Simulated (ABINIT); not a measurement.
# NaH (Fm-3m): G0W0 in ABINIT against the wavefunction cutoff in GW

Wanted: the cheapest wavefunction cutoff in GW that holds the gap of NaH (Fm-3m).

Main program and level: ABINIT 10.8.3; PBE and many-body steps on it, plane waves.

**1. Set-up**

It takes space group Fm-3m (No. 225, cubic). Conventional cell: a = 4.773 Å, b = 4.773 Å, c = 4.773 Å, α = 90.00°, β = 90.00°, γ = 90.00°. Na has 6 H at 2.39 Å nearest. H has 6 Na at 2.39 Å nearest. Farther neighbours are not listed.

Structure file:

```cif
data_structure
_symmetry_space_group_name_H-M 'P 1'
_symmetry_Int_Tables_number 1
_cell_length_a 3.3749
_cell_length_b 3.3749
_cell_length_c 3.3749
_cell_angle_alpha 60.000
_cell_angle_beta 60.000
_cell_angle_gamma 60.000
_cell_volume 27.18
loop_
_atom_site_label
_atom_site_type_symbol
_atom_site_fract_x
_atom_site_fract_y
_atom_site_fract_z
_atom_site_occupancy
Na1 Na 0.00000 0.00000 0.00000 1
H2 H 0.50000 0.50000 0.50000 1
```

The cell and positions are those that the Materials Project relaxed with its own functionals (PBE, PBE+U or r2SCAN), kept fixed.

**2. Screening, 4×4×4 mesh, 25 bands, screening to 130.6 eV**

This step: ABINIT 10.8.3; RPA screening on PBE, plane waves, norm-conserving pseudopotentials.

The RPA dielectric matrix is built and inverted for each q.

run.abi

```
acell 3*1.0 Angstrom
rprim 
  -0.000000000000 2.386421665200 2.386421665200
  2.386421665200 -0.000000000000 2.386421665200
  2.386421665200 2.386421665200 -0.000000000000
ntypat 2
znucl 11 1
natom 2
typat 1 2
xred 
  0.000000000000 0.000000000000 0.000000000000
  0.500000000000 0.500000000000 0.500000000000
pp_dirpath "pseudos"
pseudos "Na.upf, H.upf"
ecut 38
ngkpt 4 4 4
nshiftk 1
shiftk 0 0 0
kptopt 1
chksymbreak 0
istwfk *1
occopt 1
irdwfk 1
optdriver 3
nband 25
ecuteps 4.8
inclvkb 2
awtr 1
symchi 1
ecutwfn 11.4
indata_prefix "in"
outdata_prefix "out"
tmpdata_prefix "tmp"
```

Launch:

```console
$ OMP_NUM_THREADS=1 mpirun -n 4 abinit run.abi > log
```

The program printed:

```text
.Version 10.8.3 of ABINIT. v10.8.2 released Aug 2026.

 Symmetries : space group Fm -3 m (#225); Bravais cF (face-center cubic)
[... echo of the input left out ...]
== DATASET  1 ==================================================================
-   mpi_nproc: 4, omp_nthreads: 1 (-1 if OMP is not activated)

--- !DatasetInfo
iteration_state: {dtset: 1, }
dimensions: {natom: 2, nkpt: 8, mband: 25, nsppol: 1, nspinor: 1, nspden: 1, mpw: 344, }
cutoff_energies: {ecut:  11.4, pawecutdg:  -1.0, }
electrons: {nelect:   1.00000000E+01, charge:   0.00000000E+00, occopt:   1.00000000E+00, tsmear:   1.00000000E-02, }

 SCREENING: Calculation of the susceptibility and dielectric matrices

 Based on a program developped by R.W. Godby, V. Olevano, G. Onida, and L. Reining.
 Incorporated in ABINIT by V. Olevano, G.-M. Rignanese, and M. Torrent.
.Using double precision arithmetic ; gwpc =  8

[... cell and pseudopotentials left out ...]
--------------------------------------------------------------------------------

 ==== K-mesh for the wavefunctions ====
 Number of points in the irreducible wedge :     8
[... list of points left out ...]
 Together with 48 symmetry operations and time-reversal symmetry
 yields    64 points in the full Brillouin Zone.

 ==== Q-mesh for the screening function ====
 Number of points in the irreducible wedge :     8
[... list of points left out ...]
 Together with 48 symmetry operations and time-reversal symmetry
 yields    64 points in the full Brillouin Zone.

 setmesh: FFT mesh size selected  =    15x   15x   15
          total number of points  =         3375

 vcoul_init : cutoff-mode = AUXILIARY_FUNCTION
 q-points for optical limit:   1
     1)      0.000010    0.000020    0.000030

- screening: taking advantage of time-reversal symmetry
- Maximum band index for partially occupied states nbvw = 5
- Remaining bands to be divided among processors   nbcw = 20
- Number of bands treated by each node ~5

 Number of electrons calculated from density =    9.6982; Expected =   10.0000
 average of density, n =  0.052872
 r_s =    1.6528
 omega_plasma =   22.1803 [eV]

 calculating chi0 at frequencies [eV] :
  1    0.000000E+00    0.000000E+00
  2    0.000000E+00    2.218025E+01

--------------------------------------------------------------------------------
  q-point number  1        q = ( 0.000000, 0.000000, 0.000000) [r.l.u.]
--------------------------------------------------------------------------------
[... chi0 elements left out ...]
 For q-point:  0.000010 0.000020 0.000030
  dielectric constant =   2.9032
  dielectric constant without local fields =   3.2148

  Average fulfillment of the sum rule on Im[epsilon] for q-point    1 :     28.80  [%]
[... wings left out ...]
  q-point number  2        q = ( 0.250000, 0.000000, 0.000000) [r.l.u.]
--------------------------------------------------------------------------------
[... chi0 elements left out ...]
  Average fulfillment of the sum rule on Im[epsilon] for q-point    2 :     44.12  [%]

 [... 6 further q-points ...]
```

It took 1.9 s on 4 MPI ranks of Arm Neoverse V1, shared host; peak memory 0.06 GiB.

Numbers from this step:

```
ε∞ with local fields, on this mesh, along the program's q direction : 2.903
the same without local fields                                       : 3.215
plasma frequency                                                    : 22.18 eV
plane waves in the screening matrix                                 : 89
```

Local fields lower ε∞ by 10 %. On a Γ-centred mesh this coarse the value itself is usually too large, while a short band sum pulls it down.

**3. 11.4 Ha**

This step: G0W0 on PBE, plane waves, norm-conserving pseudopotentials.

Changes to run.abi since step 2:

```diff
@@ -23,8 +23,19 @@
 irdwfk 1
-optdriver 3
+optdriver 4
 nband 25
+gwcalctyp 0
+ecutsigx 11.4
+symsigma 1
+nkptgw 3
+kptgw 
+  -0.2500000000 0.5000000000 0.2500000000
+  0.5000000000 0.0000000000 0.0000000000
+  0.0000000000 0.0000000000 0.0000000000
+bdgw 
+  4 7
+  3 7
+  2 9
 ecuteps 4.8
-inclvkb 2
-awtr 1
-symchi 1
+irdscr 1
+ppmodel 1
 ecutwfn 11.4
```

The program printed:

```text
.Version 10.8.3 of ABINIT. v10.8.2 released Aug 2026.

 Symmetries : space group Fm -3 m (#225); Bravais cF (face-center cubic)
[... echo of the input left out ...]
== DATASET  1 ==================================================================
-   mpi_nproc: 4, omp_nthreads: 1 (-1 if OMP is not activated)

--- !DatasetInfo
iteration_state: {dtset: 1, }
dimensions: {natom: 2, nkpt: 8, mband: 25, nsppol: 1, nspinor: 1, nspden: 1, mpw: 344, }
cutoff_energies: {ecut:  11.4, pawecutdg:  -1.0, }
electrons: {nelect:   1.00000000E+01, charge:   0.00000000E+00, occopt:   1.00000000E+00, tsmear:   1.00000000E-02, }

 SIGMA: Calculation of the GW corrections

 Based on a program developped by R.W. Godby, V. Olevano, G. Onida, and L. Reining.
 Incorporated in ABINIT by V. Olevano, G.-M. Rignanese, and M. Torrent.
.Using double precision arithmetic ; gwpc =  8

[... cell and pseudopotentials left out ...]
--------------------------------------------------------------------------------

 ==== K-mesh for the wavefunctions ====
 Number of points in the irreducible wedge :     8
[... list of points left out ...]
 Together with 48 symmetry operations and time-reversal symmetry
 yields    64 points in the full Brillouin Zone.

 ==== Q-mesh for screening function ====
 Number of points in the irreducible wedge :     8
[... list of points left out ...]
 Together with 48 symmetry operations and time-reversal symmetry
 yields    64 points in the full Brillouin Zone.

 vcoul_init : cutoff-mode = AUXILIARY_FUNCTION
 q-points for optical limit:   1
     1)      0.000010    0.000020    0.000030
 setmesh: FFT mesh size selected  =    20x   20x   20
          total number of points  =         8000

 Number of electrons calculated from density =    9.6982; Expected =   10.0000
 average of density, n =  0.052872
 r_s =    1.6528
 omega_plasma =   22.1803 [eV]

 === KS Band Gaps ===
  >>>> For spin  1
   Minimum direct gap =   4.7080 [eV], located at k-point      :   0.5000  0.0000  0.0000
   Fundamental gap    =   3.8291 [eV], Top of valence bands at :  -0.2500  0.5000  0.2500
                                       Bottom of conduction at :   0.5000  0.0000  0.0000
 SIGMA fundamental parameters:
 PLASMON POLE MODEL  1
 number of plane-waves for SigmaX                  331
 number of plane-waves for SigmaC and W             89
 number of plane-waves for wavefunctions           331
 number of bands                                    25
 number of independent spin polarizations            1
 number of spinorial components                      1
 number of k-points in IBZ                           8
 number of q-points in IBZ                           8
 number of symmetry operations                      48
 number of k-points in BZ                           64
 number of q-points in BZ                           64
 number of frequencies for dSigma/dE                 9
 frequency step for dSigma/dE [eV]                0.25
 number of omega for Sigma on real axis              0
 max omega for Sigma on real axis  [eV]           0.00
 zcut for avoiding poles [eV]                     0.10

 EPSILON^-1 parameters (SCR file):
 dimension of the eps^-1 matrix on file             89
 dimension of the eps^-1 matrix used                89
 number of plane-waves for wavefunctions           331
 number of bands                                    25
 number of q-points in IBZ                           8
 number of frequencies                               2
 number of real frequencies                          1
 number of imag frequencies                          1

 matrix elements of self-energy operator (all in [eV])

 Perturbative Calculation

--- !SelfEnergy_ee
iteration_state: {dtset: 1, }
kpoint     : [  -0.250,    0.500,    0.250, ]
spin       : 1
KS_gap     :    6.132
QP_gap     :    8.482
Delta_QP_KS:    2.349
data: !SigmaeeData |
     Band     E0 <VxcDFT>   SigX SigC(E0)      Z dSigC/dE  Sig(E)    E-E0       E
        4 -22.617 -25.092 -32.942   4.021   0.827  -0.210 -28.257  -3.165 -25.782
        5  -0.504 -10.659 -14.143   1.902   0.771  -0.297 -11.878  -1.219  -1.723
        6   5.628  -7.218  -2.675  -3.164   0.820  -0.220  -6.088   1.130   6.758
        7   5.628  -7.218  -2.675  -3.164   0.820  -0.220  -6.088   1.130   6.758

--- !SelfEnergy_ee
iteration_state: {dtset: 1, }
kpoint     : [   0.500,    0.000,    0.000, ]
spin       : 1
KS_gap     :    4.708
QP_gap     :    7.081
Delta_QP_KS:    2.373
data: !SigmaeeData |
     Band     E0 <VxcDFT>   SigX SigC(E0)      Z dSigC/dE  Sig(E)    E-E0       E
        3 -22.592 -25.471 -33.323   4.096   0.828  -0.208 -28.581  -3.110 -25.702
        4 -22.592 -25.471 -33.323   4.096   0.828  -0.208 -28.581  -3.110 -25.702
[...]
--- !SelfEnergy_ee
iteration_state: {dtset: 1, }
kpoint     : [   0.000,    0.000,    0.000, ]
spin       : 1
KS_gap     :   14.468
QP_gap     :   17.383
Delta_QP_KS:    2.915
data: !SigmaeeData |
     Band     E0 <VxcDFT>   SigX SigC(E0)      Z dSigC/dE  Sig(E)    E-E0       E
[...]
7  15.444  -6.694  -1.250  -4.477   0.741  -0.350  -5.978   0.716  16.161
        8  15.444  -6.694  -1.250  -4.477   0.741  -0.350  -5.978   0.716  16.161
        9  15.444  -6.694  -1.250  -4.477   0.741  -0.350  -5.978   0.716  16.161

== END DATASET(S) ==============================================================
================================================================================

 -outvars: echo values of variables after computation  --------
           etotal      0.0000000000E+00
            nband          25
             nkpt           8
          spgroup         225
 [... the other variables as echoed above ...]

 Calculation completed.
```

Elapsed: 2.2 s, on 4 MPI ranks; peak memory 0.07 GiB.

This step gave:

```
G0W0 gap on the points computed              : 6.144 eV
starting gap on the mesh                     : 3.829 eV
k of the valence top                         : -0.25, 0.5, 0.25
k of the conduction bottom                   : 0.5, 0, 0
Z at the valence top                         : 0.771
Z at the conduction bottom                   : 0.829
least direct G0W0 gap on the computed points : 7.081 eV
```

**4. Screening, 4×4×4 mesh, 25 bands, screening to 130.6 eV**

This step: RPA screening on PBE, plane waves, norm-conserving pseudopotentials.

Changes to run.abi since step 3:

```diff
@@ -23,20 +23,9 @@
 irdwfk 1
-optdriver 4
+optdriver 3
 nband 25
-gwcalctyp 0
-ecutsigx 11.4
-symsigma 1
-nkptgw 3
-kptgw 
-  -0.2500000000 0.5000000000 0.2500000000
-  0.5000000000 0.0000000000 0.0000000000
-  0.0000000000 0.0000000000 0.0000000000
-bdgw 
-  4 7
-  3 7
-  2 9
 ecuteps 4.8
-irdscr 1
-ppmodel 1
-ecutwfn 11.4
+inclvkb 2
+awtr 1
+symchi 1
+ecutwfn 19
 indata_prefix "in"
```

The program printed:

```text
.Version 10.8.3 of ABINIT. v10.8.2 released Aug 2026.

 Symmetries : space group Fm -3 m (#225); Bravais cF (face-center cubic)
[... echo of the input left out ...]
== DATASET  1 ==================================================================
-   mpi_nproc: 4, omp_nthreads: 1 (-1 if OMP is not activated)

--- !DatasetInfo
iteration_state: {dtset: 1, }
dimensions: {natom: 2, nkpt: 8, mband: 25, nsppol: 1, nspinor: 1, nspden: 1, mpw: 740, }
cutoff_energies: {ecut:  19.0, pawecutdg:  -1.0, }
electrons: {nelect:   1.00000000E+01, charge:   0.00000000E+00, occopt:   1.00000000E+00, tsmear:   1.00000000E-02, }

 SCREENING: Calculation of the susceptibility and dielectric matrices

 Based on a program developped by R.W. Godby, V. Olevano, G. Onida, and L. Reining.
 Incorporated in ABINIT by V. Olevano, G.-M. Rignanese, and M. Torrent.
.Using double precision arithmetic ; gwpc =  8

[... cell and pseudopotentials left out ...]
--------------------------------------------------------------------------------

 ==== K-mesh for the wavefunctions ====
 Number of points in the irreducible wedge :     8
[... list of points left out ...]
 Together with 48 symmetry operations and time-reversal symmetry
 yields    64 points in the full Brillouin Zone.

 ==== Q-mesh for the screening function ====
 Number of points in the irreducible wedge :     8
[... list of points left out ...]
 Together with 48 symmetry operations and time-reversal symmetry
 yields    64 points in the full Brillouin Zone.

 setmesh: FFT mesh size selected  =    20x   20x   20
          total number of points  =         8000

 vcoul_init : cutoff-mode = AUXILIARY_FUNCTION
 q-points for optical limit:   1
     1)      0.000010    0.000020    0.000030

- screening: taking advantage of time-reversal symmetry
- Maximum band index for partially occupied states nbvw = 5
- Remaining bands to be divided among processors   nbcw = 20
- Number of bands treated by each node ~5

 Number of electrons calculated from density =    9.9693; Expected =   10.0000
 average of density, n =  0.054349
 r_s =    1.6377
 omega_plasma =   22.4881 [eV]

 calculating chi0 at frequencies [eV] :
  1    0.000000E+00    0.000000E+00
  2    0.000000E+00    2.248810E+01

--------------------------------------------------------------------------------
  q-point number  1        q = ( 0.000000, 0.000000, 0.000000) [r.l.u.]
--------------------------------------------------------------------------------
[... chi0 elements left out ...]
 For q-point:  0.000010 0.000020 0.000030
  dielectric constant =   2.8808
  dielectric constant without local fields =   3.1911

  Average fulfillment of the sum rule on Im[epsilon] for q-point    1 :     29.18  [%]
[... wings left out ...]
  q-point number  2        q = ( 0.250000, 0.000000, 0.000000) [r.l.u.]
--------------------------------------------------------------------------------
[... chi0 elements left out ...]
  Average fulfillment of the sum rule on Im[epsilon] for q-point    2 :     41.76  [%]

 [... 6 further q-points ...]
```

It took 2.1 s on 4 MPI ranks; peak memory 0.08 GiB; 8.2 s of CPU time.

This step gave:

- ε∞ with local fields, on this mesh, along the program's q direction: 2.881
- the same without local fields: 3.191
- plasma frequency: 22.49 eV
- plane waves in the screening matrix: 89

**5. 19 Ha**

The self-energy is evaluated for the states that the input lists, and the levels follow from it, in one-shot runs by the linearised quasiparticle equation.

This step: G0W0 on PBE, plane waves, norm-conserving pseudopotentials.

Changes to run.abi since step 4:

```diff
@@ -23,8 +23,19 @@
 irdwfk 1
-optdriver 3
+optdriver 4
 nband 25
+gwcalctyp 0
+ecutsigx 19
+symsigma 1
+nkptgw 3
+kptgw 
+  -0.2500000000 0.5000000000 0.2500000000
+  0.5000000000 0.0000000000 0.0000000000
+  0.0000000000 0.0000000000 0.0000000000
+bdgw 
+  4 7
+  3 7
+  2 9
 ecuteps 4.8
-inclvkb 2
-awtr 1
-symchi 1
+irdscr 1
+ppmodel 1
 ecutwfn 19
```

The program printed:

```text
.Version 10.8.3 of ABINIT. v10.8.2 released Aug 2026.

 Symmetries : space group Fm -3 m (#225); Bravais cF (face-center cubic)
[... echo of the input left out ...]
== DATASET  1 ==================================================================
-   mpi_nproc: 4, omp_nthreads: 1 (-1 if OMP is not activated)

--- !DatasetInfo
iteration_state: {dtset: 1, }
dimensions: {natom: 2, nkpt: 8, mband: 25, nsppol: 1, nspinor: 1, nspden: 1, mpw: 740, }
cutoff_energies: {ecut:  19.0, pawecutdg:  -1.0, }
electrons: {nelect:   1.00000000E+01, charge:   0.00000000E+00, occopt:   1.00000000E+00, tsmear:   1.00000000E-02, }

 SIGMA: Calculation of the GW corrections

 Based on a program developped by R.W. Godby, V. Olevano, G. Onida, and L. Reining.
 Incorporated in ABINIT by V. Olevano, G.-M. Rignanese, and M. Torrent.
.Using double precision arithmetic ; gwpc =  8

[... cell and pseudopotentials left out ...]
--------------------------------------------------------------------------------

 ==== K-mesh for the wavefunctions ====
 Number of points in the irreducible wedge :     8
[... list of points left out ...]
 Together with 48 symmetry operations and time-reversal symmetry
 yields    64 points in the full Brillouin Zone.

 ==== Q-mesh for screening function ====
 Number of points in the irreducible wedge :     8
[... list of points left out ...]
 Together with 48 symmetry operations and time-reversal symmetry
 yields    64 points in the full Brillouin Zone.

 vcoul_init : cutoff-mode = AUXILIARY_FUNCTION
 q-points for optical limit:   1
     1)      0.000010    0.000020    0.000030
 setmesh: FFT mesh size selected  =    25x   25x   25
          total number of points  =        15625

 Number of electrons calculated from density =    9.9693; Expected =   10.0000
[...]
number of plane-waves for wavefunctions           725
 number of bands                                    25
 number of q-points in IBZ                           8
 number of frequencies                               2
 number of real frequencies                          1
 number of imag frequencies                          1

 matrix elements of self-energy operator (all in [eV])

 Perturbative Calculation

--- !SelfEnergy_ee
iteration_state: {dtset: 1, }
kpoint     : [  -0.250,    0.500,    0.250, ]
spin       : 1
KS_gap     :    6.132
QP_gap     :    8.410
Delta_QP_KS:    2.277
data: !SigmaeeData |
     Band     E0 <VxcDFT>   SigX SigC(E0)      Z dSigC/dE  Sig(E)    E-E0       E
        4 -22.617 -28.626 -39.573   5.182   0.799  -0.252 -33.229  -4.604 -27.220
        5  -0.504 -10.682 -14.243   1.895   0.771  -0.296 -11.967  -1.285  -1.789
        6   5.628  -7.473  -3.098  -3.163   0.819  -0.221  -6.481   0.992   6.621
[...]
--- !SelfEnergy_ee
iteration_state: {dtset: 1, }
kpoint     : [   0.500,    0.000,    0.000, ]
spin       : 1
KS_gap     :    4.708
QP_gap     :    6.965
Delta_QP_KS:    2.257
data: !SigmaeeData |
     Band     E0 <VxcDFT>   SigX SigC(E0)      Z dSigC/dE  Sig(E)    E-E0       E
[...]
--- !SelfEnergy_ee
iteration_state: {dtset: 1, }
kpoint     : [   0.000,    0.000,    0.000, ]
spin       : 1
KS_gap     :   14.468
QP_gap     :   17.579
Delta_QP_KS:    3.112
data: !SigmaeeData |
     Band     E0 <VxcDFT>   SigX SigC(E0)      Z dSigC/dE  Sig(E)    E-E0       E
[...]
8  15.444  -6.512  -1.256  -4.185   0.682  -0.466  -5.781   0.731  16.175
        9  15.444  -6.512  -1.256  -4.185   0.682  -0.466  -5.781   0.731  16.175

== END DATASET(S) ==============================================================
================================================================================

 -outvars: echo values of variables after computation  --------
           etotal      0.0000000000E+00
            nband          25
             nkpt           8
          spgroup         225
 [... the other variables as echoed above ...]

 Calculation completed.
```

Elapsed: 2.3 s, on 4 MPI ranks; peak memory 0.08 GiB; 9.1 s of CPU time.

This step gave:

| Quantity | Value |
| --- | --- |
| G0W0 gap on the points computed | 5.997 eV |
| starting gap on the mesh | 3.829 eV |
| k of the valence top | -0.25, 0.5, 0.25 |
| k of the conduction bottom | 0.5, 0, 0 |
| Z at the valence top | 0.771 |
| Z at the conduction bottom | 0.829 |
| least direct G0W0 gap on the computed points | 6.965 eV |

The gap on the mesh goes from 3.83 eV to 6.00 eV, a correction of +2.17 eV.

[end of part 1 of 2]

[Paths, hosts, dates, memory and timing lines, banners, echoed tables and standing remarks are left out of the program output.]

[Logs are printed without paths, hosts, clocks, repeated set-up lines and the standing remarks that a program may print on its own settings, such as how far it seeks lower states.]

[Runs of the session that timed out or met a known fault of the program may be left out.]

[Hosts, paths, dates, database ids (printed as entryN), source tags and the programs' standing remarks are cut or masked in the printed files.]

[G0W0 gaps are taken among the corrected bands and points alone; a level outside them can change the order at an edge.]

[Where Ansatz stands beside ABINIT at settings called matched, ABINIT's density can come from a denser mesh and the files from another edition; pairs whose starting gaps differed by over 0.03 eV were left out, so agreement reads better than it is.]
